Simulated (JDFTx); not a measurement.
## W in JDFTx: convergence with smearing width

Input of the first run (smearing width 0.3 eV); the others differ in this setting and in those tied to it:

W.in

```
lattice \
    0.1485551501     3.9833423597     3.9340885380 \
    3.7814383514     0.0129975363     3.8677402538 \
    3.7732407195     3.9087964436     0.0622532477
coords-type Lattice
ion W     -0.0088220000     0.0010560000    -0.0020220000 1

ion-species pseudo/W.upf
elec-cutoff 37
elec-ex-corr gga-x-rpbe gga-c-pbe
kpoint-folding 9 9 9
elec-smearing MP1 0.0055123983
elec-n-bands 13
electronic-SCF nIterations 100 energyDiffThreshold 1e-09
electronic-minimize nIterations 30 energyDiffThreshold 1e-7
forces-output-coords Cartesian

dump-name run.$VAR
dump End Ecomponents EigStats BandEigs Kpoints Forces Stress
```

Potentials or basis: PseudoDojo-SR-PBE-0.5-stringent.

Run with:

```console
$ jdftx -c 1 -i W.in -o W.out
```

The cell isn't the ideal one: cell strained at random at fixed volume.

This isn't the form of W at room conditions, which is bcc.

Hardware: 1 thread of Intel(R) Xeon(R) Platinum 8259CL CPU @ 2.50GHz (Skylake/Cascade Lake), with other jobs on the host.

```tsv
smearing width	energy less the tightest run, at zero smearing (meV/atom)	pressure (GPa)	SCF cycles	CPU time (s)	peak memory (GiB)
0.3 eV	0.63	-1.25	11	160	0.35
0.2 eV	0.27	-1.17	11	170	0.35
0.15 eV	0.25	-1.13	11	160	0.35
0.1 eV	0.21	-1.12	11	160	0.35
0.05 eV	0.05	-1.14	11	160	0.35
0.025 eV	0.01	-1.15	11	160	0.35
0.01 eV	0.00	-1.16	11	160	0.35
```

Against the tightest run, the energy stays within 1 meV/atom from 0.3 eV on; the pressure stays within 0.1 GPa from 0.3 eV on. Narrower smearing needs a denser k mesh, so at a fixed mesh the narrowest width isn't the most accurate. The tightest run that finished is the yardstick and may itself not be fully converged.

Caveat, for the tightest run too: the potentials were made for another functional, which shifts forces and pressure. Spin-orbit coupling is left out, which matters for the levels of W.
